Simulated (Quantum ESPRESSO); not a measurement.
Crystal: Ga.

```
CELL_PARAMETERS angstrom
-1.38440 1.38440 2.31122
1.38440 -1.38440 2.31122
1.38440 1.38440 -2.31122
ATOMIC_POSITIONS crystal
Ga 0.00000 0.00000 0.00000
```

This isn't the form of Ga at room conditions, which is orthorhombic.

```yaml
Program: Quantum ESPRESSO 7.5
Task: relaxation of cell and atoms
Functional: PBEsol
Dispersion: D3(BJ)
Potentials_or_basis: GBRV 1.5 PBEsol
Cutoff: 762 eV
Density_cutoff: 6095 eV
k_mesh: 13 × 13 × 13
Occupations: fermi-dirac, width 0.05 eV
Spin: no spin polarisation
```

At the start: pressure -2.9 GPa; volume 17.72 Å³/atom.

Task: Where does the relaxation end?

Result: Over 18 steps the energy falls by 7.7 meV/atom and the volume is 16.84 Å³/atom (-4.9 %); space group I4/mmm (No. 139, to 0.05 Å).

The path:
```tsv
step	energy change (eV)	largest force (eV/Å)	pressure (GPa)	volume (Å³)
1	0.0000	0.0000	-2.87	17.72
2	-0.0027	0.0000	-2.41	17.55
3	-0.0059	0.0000	-1.32	17.25
4	-0.0070	0.0000	0.17	16.88
5	-0.0070	0.0000	0.16	16.88
6	-0.0070	0.0000	0.13	16.88
7	-0.0071	0.0000	0.11	16.89
8	-0.0071	0.0000	0.06	16.90
9	-0.0071	0.0000	0.03	16.90
10	-0.0072	0.0000	-0.02	16.91
11	-0.0072	0.0000	-0.05	16.92
12	-0.0073	0.0000	-0.09	16.92
13	-0.0073	0.0000	-0.11	16.92
14	-0.0074	0.0000	-0.12	16.92
15	-0.0074	0.0000	-0.12	16.91
16	-0.0075	0.0000	-0.09	16.89
17	-0.0076	0.0000	-0.03	16.87
18	-0.0077	0.0000	0.04	16.84
```

Final structure:
```
CELL_PARAMETERS angstrom
2.96005 -0.03638 0.00000
0.45084 2.92574 0.00000
-1.70545 -1.44468 1.94102
ATOMIC_POSITIONS crystal
Ga 0.00000 0.00000 0.00000
```

Caveat: pairwise dispersion overbinds metals, which lowers pressure and volume.
